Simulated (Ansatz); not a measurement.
# PtSe: from a first guess to the relaxed rocksalt type

First guess:

```xyz
2
Lattice="0.0000 2.5025 2.5025 2.5025 0.0000 2.5025 2.5025 2.5025 0.0000" Properties=species:S:1:pos:R:3 pbc="T T T"
Pt    0.0000    0.0000    0.0000
Se    2.5025    2.5025    2.5025
```

The calculation used DFT, PBE, PAW with Ansatz's default frozen-core files, scalar-relativistic (Ansatz 0.2.0).

Cell and atoms relax within the symmetry of the start on a 11×11×11 k mesh with 0.03 eV Fermi–Dirac smearing.

The start is built from a prototype, known or not as a phase of this compound; the cutoff is 420 eV.

Spin–orbit coupling is left out, though it moves levels of the heavy atoms by tenths of an eV or more.

(1) What is the pressure of the first guess?

(2) What does it relax to?

(3) How much energy does the relaxation release?

## Answers

(1) 33.0 GPa.

(2) a = 5.288 Å, b = 5.288 Å, c = 5.288 Å, α = 90.00°, β = 90.00°, γ = 90.00° (conventional cell), 18.48 Å³ per atom:
```
CELL_PARAMETERS angstrom
0.00000 2.64397 2.64397
2.64397 0.00000 2.64397
2.64397 2.64397 0.00000
ATOMIC_POSITIONS crystal
Pt 0.00000 0.00000 0.00000
Se 0.50000 0.50000 0.50000
```

(3) 246 meV/atom.
